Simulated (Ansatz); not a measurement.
**Ionic part of the dielectric constant of CsH, mode by mode**

Level of theory: DFT LDA, scalar-relativistic, plane waves, PAW in Ansatz. Cutoff 420 eV, 8×8×8 k-points (Γ-centred), fixed occupations. No spin polarisation. Phonons by linear response, acoustic sum rule imposed.

The structure is cubic, space group Fm-3m (No. 225). Conventional cell: a = 6.097 Å, b = 6.097 Å, c = 6.097 Å, α = 90.00°, β = 90.00°, γ = 90.00°. Cs (site symmetry m-3m) has 6 H at 3.05 Å as nearest neighbours. H (site symmetry m-3m) is surrounded by 6 Cs at 3.05 Å.

Spin–orbit coupling is left out, which matters for heavy elements.

The primitive cell has V = 56.67 Å³ and ε∞,zz = 3.593. Each polar mode adds Δε = (4.92064×10⁷/V)·S/ν² along z, with S its oscillator strength in e²/amu, ν in cm⁻¹ and V in Å³.

Question: From these modes, find each Δε and ε0,zz.
```tsv
ν (cm⁻¹)	S_zz (e²/amu)
452.3	1.321
```

Answer:
```json
{"ν (cm⁻¹)": "452.3", "Δε": "5.61"}
```

The sum is 5.607, so ε0,zz = 9.20; the run's tensor has 9.20.

Question: Where do the longitudinal modes lie for a wave vector along z?

Answer: At 724 cm⁻¹. The Lyddane–Sachs–Teller product Π(ν_LO/ν_TO)² = 2.56 matches ε0/ε∞ = 2.56.